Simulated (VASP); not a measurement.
# HfB2 (P6/mmm) in VASP: notebook, part 2 of 2

VASP 6.6.1. Earlier steps stand in the parts before.

## 5. Relaxation of the atoms, revPBE+D3(BJ)+U, spin-orbit coupling, no magnetisation (cell strained at random at fixed volume)

File INCAR:

```
  ALGO = Fast
  EDIFF = 1E-6
  EDIFFG = -0.005
  ENCUT = 900
  GGA = RE
  GGA_COMPAT = False
  IBRION = 2
  ISIF = 2
  ISMEAR = -1
  IVDW = 12
  LASPH = True
  LCHARG = False
  LDAU = True
  LDAUJ = 0 0
  LDAUL = 2 -1
  LDAUPRINT = 1
  LDAUTYPE = 2
  LDAUU = 6.2 0
  LMAXMIX = 4
  LORBIT = 11
  LREAL = False
  LSORBIT = True
  LWAVE = False
  MAGMOM = 0 0 0 0 0 0 0 0 0
  NELM = 100
  NSW = 40
  PREC = Accurate
  SIGMA = 0.1
```

File KPOINTS:

```
k-points
0
Gamma
  7 7 6
```

File POSCAR:

```
HfB2
1.0
    3.1916690000      0.0440110000     -0.0084090000
   -1.5577200000      2.7122230000      0.0081130000
   -0.0093190000      0.0050020000      3.4056830000
Hf B
1 2
Selective dynamics
Direct
    0.0000000000      0.0000000000      0.0000000000  F F F
    0.6666666667      0.3333333333      0.5000000000  T T T
    0.3333333333      0.6666666667      0.5000000000  T T T
```

Potentials or basis: VASP PAW PBE potentials, release 64 (Hf_pv, B_h).

On the command line:

```
> cat potpaw_PBE.64/Hf_pv/POTCAR potpaw_PBE.64/B_h/POTCAR > POTCAR
> mpirun -np 1 vasp_ncl > vasp.out
```

OUTCAR:

```text
EDIFF = 1E-6
   EDIFFG = -0.005
   ENCUT = 900
   GGA = RE
   IBRION = 2
   ISIF = 2
   ISMEAR = -1
   IVDW = 12
   LASPH = True
   LORBIT = 11
   LREAL = False
   LSORBIT = True
   NELM = 100
   NSW = 40
   PREC = Accurate
 IVDW          = 12

 ion  position               nearest neighbor table
   1  0.000  0.000  0.000-   3 2.48   2 2.48   3 2.49   2 2.49   3 2.50   2 2.50   3 2.50   2 2.50
                             2 2.52   3 2.52   3 2.53   2 2.53
   2  0.667  0.333  0.500-   1 2.48   1 2.49   1 2.50   1 2.50   1 2.52   1 2.53
   3  0.333  0.667  0.500-   1 2.48   1 2.49   1 2.50   1 2.50   1 2.52   1 2.53

  LATTYP: Found a triclinic cell.
 ALAT       =     3.1277325686
 B/A-ratio  =     1.7485490680
 C/A-ratio  =     1.0888716821
 COS(alpha) =     0.0028597544
 COS(beta)  =     0.0052302503
 COS(gamma) =     0.8601298775

  Lattice vectors:

 A1 = (   1.5577200000,  -2.7122230000,  -0.0081130000)
 A2 = (  -0.0762290000,  -5.4684570000,  -0.0078170000)
 A3 = (   0.0093190000,  -0.0050020000,  -3.4056830000)

Analysis of symmetry for initial positions (statically):
=====================================================================
 Subroutine PRICEL returns:
 Original cell was already a primitive cell.

 Routine SETGRP: Setting up the symmetry group for a
 triclinic supercell.

 Subroutine GETGRP returns: Found  2 space group operations
 (whereof  2 operations were pure point group operations)
 out of a pool of  2 trial point group operations.

The static configuration has the point symmetry S_2 .

Analysis of symmetry for dynamics (positions and initial velocities):
=====================================================================
 Subroutine PRICEL returns:
 Original cell was already a primitive cell.

 Routine SETGRP: Setting up the symmetry group for a
 triclinic supercell.

 Subroutine GETGRP returns: Found  2 space group operations
 (whereof  2 operations were pure point group operations)
 out of a pool of  2 trial point group operations.

[... 378 lines left out ...]

 k-point     1 :       0.0000    0.0000    0.0000
  band No.  band energies     occupation
      1     -27.1228      1.00000
      2     -27.1228      1.00000
      3     -20.2458      1.00000
      4     -20.2458      1.00000
      5     -19.9305      1.00000
      6     -19.9305      1.00000
[... 637 lines left out ...]
     23      15.3374      0.00000
     24      15.3374      0.00000

 [... further k-points ...]

------------------------ aborting loop because EDIFF is reached ----------------------------------------

 Edisp (eV)   -2.03256

 E8    (eV) :    -1.4298
[... 26 lines left out ...]
  FREE ENERGIE OF THE ION-ELECTRON SYSTEM (eV)
  ---------------------------------------------------
  free  energy   TOTEN  =       -23.6532317545 eV

  energy  without entropy=      -23.6405873255  energy(sigma->0) =      -23.64690954

 reached required accuracy - stopping structural energy minimisation

 Spin-Orbit-Coupling matrix elements

 Ion:    1  E_soc:     -1.2983288
 l=   1
     0.0000000    -0.2076963    -0.2084896
    -0.2076963     0.0000000    -0.2076715
    -0.2084896    -0.2076715     0.0000000
 l=   2
     0.0000000    -0.0016598     0.0000000    -0.0016690    -0.0082113
    -0.0016598     0.0000000    -0.0046267    -0.0013494    -0.0016859
     0.0000000    -0.0046267     0.0000000    -0.0045058     0.0000000
    -0.0016690    -0.0013494    -0.0045058     0.0000000    -0.0015991
    -0.0082113    -0.0016859     0.0000000    -0.0015991     0.0000000
 l=   3
     0.0000000     0.0000000     0.0000000     0.0000000     0.0000000     0.0000000     0.0000000
     0.0000000     0.0000000     0.0000000     0.0000000     0.0000000     0.0000000     0.0000000
     0.0000000     0.0000000     0.0000000     0.0000000     0.0000000     0.0000000     0.0000000
     0.0000000     0.0000000     0.0000000     0.0000000     0.0000000     0.0000000     0.0000000
[... 29 lines left out ...]
 l=   2
     0.0000000     0.0000000     0.0000000     0.0000000     0.0000000
     0.0000000     0.0000000     0.0000000     0.0000000     0.0000000
     0.0000000     0.0000000     0.0000000     0.0000000     0.0000000
     0.0000000     0.0000000     0.0000000     0.0000000     0.0000000
     0.0000000     0.0000000     0.0000000     0.0000000     0.0000000
 l=   3
     0.0000000     0.0000000     0.0000000     0.0000000     0.0000000     0.0000000     0.0000000
     0.0000000     0.0000000     0.0000000     0.0000000     0.0000000     0.0000000     0.0000000
     0.0000000     0.0000000     0.0000000     0.0000000     0.0000000     0.0000000     0.0000000
     0.0000000     0.0000000     0.0000000     0.0000000     0.0000000     0.0000000     0.0000000
     0.0000000     0.0000000     0.0000000     0.0000000     0.0000000     0.0000000     0.0000000
     0.0000000     0.0000000     0.0000000     0.0000000     0.0000000     0.0000000     0.0000000
     0.0000000     0.0000000     0.0000000     0.0000000     0.0000000     0.0000000     0.0000000

 total charge

# of ion       s       p       d       tot
------------------------------------------
    1        0.319   6.692   1.615   8.626
    2        0.179   0.410   0.000   0.589
    3        0.179   0.410   0.000   0.589
--------------------------------------------------
tot          0.677   7.512   1.615   9.804

 magnetization (x)

# of ion       s       p       d       tot
------------------------------------------
    1        0.000   0.000   0.000   0.000
    2       -0.000  -0.000   0.000  -0.000
    3       -0.000  -0.000   0.000  -0.000
--------------------------------------------------
tot         -0.000  -0.000   0.000   0.000

 magnetization (y)

# of ion       s       p       d       tot
------------------------------------------
    1        0.000  -0.000   0.000   0.000
    2        0.000  -0.000   0.000  -0.000
    3        0.000  -0.000   0.000  -0.000
--------------------------------------------------
tot          0.000  -0.000   0.000   0.000

 magnetization (z)

# of ion       s       p       d       tot
------------------------------------------
    1       -0.000  -0.000  -0.000  -0.000
    2        0.000   0.000   0.000   0.000
    3        0.000   0.000   0.000   0.000
--------------------------------------------------
tot          0.000  -0.000  -0.000  -0.000
```

Wall time 18 min (1 thread of Intel Xeon Platinum 8488C (Sapphire Rapids), shared host); peak memory 0.59 GiB.

What came out:

```
Free energy                                           : -23.6532 eV
Energy gained by relaxing                             : 0.4 meV/atom
Ionic steps                                           : 4
Pressure after relaxing                               : 11.4 GPa
Valence electrons inside the program's atomic spheres : Hf 8.63; B 0.59
Dispersion energy per atom                            : -0.678 eV
```

Step by step:
```tsv
step	energy change (eV)	largest force (eV/Å)	pressure (GPa)
1	0.0000	0.1503	11.34
2	-0.0011	0.0064	11.37
3	-0.0011	0.0066	11.37
4	-0.0011	0.0027	11.37
```

Final structure:
```
Hf B
1.0
     3.19167    0.04401   -0.00841
    -1.55772    2.71222    0.00811
    -0.00932    0.00500    3.40568
Hf B
1 2
Cartesian
  0.0000 0.0000 0.0000
  1.5974 0.9327 1.6998
  0.0272 1.8285 1.7056
```

Caveat: the PAW data sets were made with another functional, which shifts forces and pressure a little; the U is typed as a test and isn't derived for this compound.

## 6. Overview

| task | level | potentials or basis | spin | U | cell | k mesh | cutoff (eV) | smearing | optimiser | other keys | gap on the mesh (eV) | pressure (GPa) |
| --- | --- | --- | --- | --- | --- | --- | --- | --- | --- | --- | --- | --- |
| single point | PBE | VASP PAW PBE potentials, release 64 (Hf, B) | off | - | as given | 10 × 10 × 8 | 500 | gaussian 0.05 eV | - | - | none | 1.1 |
| relaxation of cell and atoms | PW91+D3(BJ) | VASP PAW PBE potentials, release 64 (Hf_pv, B_s) | off | - | relaxed | 10 × 10 × 8 | 480 | fermi-dirac 0.05 eV | vasp | EDIFFG = 0.001 | none | 0.0 |
| relaxation of the atoms | revPBE+D3(BJ)+U | VASP PAW PBE potentials, release 64 (Hf_pv, B_h) | SOC, no magnetisation | Hf d U = 6.2 eV | atoms relaxed from: cell strained at random at fixed volume | 7 × 7 × 6 | 900 | fermi-dirac 0.1 eV | - | - | - | 11.4 |

Caveats: the PAW data sets were made with another functional, which shifts forces and pressure a little (some runs); pairwise dispersion overbinds metals, which lowers pressure and volume (some runs); the U is typed as a test and isn't derived for this compound (some runs).

Absolute energies hang on the potentials; compare differences alone.
